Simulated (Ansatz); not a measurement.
Runs of Ansatz 0.2.0 on Gd. It takes space group P6_3/mmc (No. 194, hexagonal). Conventional cell: a = 3.636 Å, b = 3.636 Å, c = 5.783 Å, α = 90.00°, β = 90.00°, γ = 120.00°. Gd (site symmetry -6m2) has 12 Gd at 3.57 to 3.64 Å as nearest neighbours. 

```csv
task,level,potentials or basis,spin,cell,k mesh,cutoff (eV),smearing,gap on the mesh (eV),pressure (GPa),moment (μB)
single point,PBE,"all-electron LAPW, scalar-relativistic","collinear, ferromagnetic start",as given,8 × 8 × 5,156,gaussian 0.016 eV,none,0.6,15.19
elastic constants,PBE,"all-electron LAPW, scalar-relativistic","collinear, ferromagnetic start",as given,6 × 6 × 4,168,fermi-dirac 0.05 eV,none,0.5,15.38
single point,PBE,"all-electron LAPW, scalar-relativistic","collinear, ferromagnetic start",as given,8 × 8 × 5,156,gaussian 0.019 eV,none,0.6,15.19
band structure,LDA,"all-electron LAPW, relativistic spinors","non-collinear, ferromagnetic start, SOC",as given,6 × 6 × 4,156,fermi-dirac 0.05 eV,-,-3.9,(b)
relaxation of cell and atoms,PBE,"all-electron LAPW, scalar-relativistic","collinear, ferromagnetic start",relaxed,8 × 8 × 5,-,fermi-dirac 0.05 eV,-,0.0,(a)
```

Alike in all rows: basis error allowed 0.001 eV/atom.

Problem. Fill in the values left out.

Solution. (a) 15.24; (b) 14.96.

Caveats: an open f shell can end in a state above the lowest; spin-orbit coupling is left out, which moves the levels of the heavy elements (some runs); the k mesh is thin for a metal, which can move the energy by tens of meV per atom (some runs); a metal's response needs a denser mesh (some runs); elastic constants of metals need much finer meshes, so these are rough (some runs); the magnetic state may not be the lowest (some runs).

A k mesh can miss the band edges, and rows without SOC leave out spin-orbit coupling on Gd.

A gap of «none» marks a metal or a gap under the smearing width.
